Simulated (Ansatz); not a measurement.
Si:

```
Si
1.0
    -2.37137    2.37137    1.32927
     2.37137   -2.37137    1.32927
     2.37137    2.37137   -1.32927
Si
2
Direct
  0.50000 0.50000 0.00000
  0.25000 0.75000 0.50000
```

This isn't the form of Si at room conditions, which is diamond.

Base run:

* Program: Ansatz 0.2.0
* Functional: LDA
* Potentials or basis: all-electron LAPW, scalar-relativistic
* Cutoff: 191 eV (chosen from the basis error)
* Basis error allowed: 0.001 eV/atom
* k mesh: 11 × 11 × 11
* Occupations: fermi-dirac, width 0.05 eV
* Spin: no spin polarisation

Its results: pressure -0.9 GPa.

Question: The run is repeated on the same cell with these changes: functional from LDA to PBE. What comes out?

Answer: Pressure 3.2 GPa.

PBE binds less tightly than LDA, so the same cell stands under more pressure.
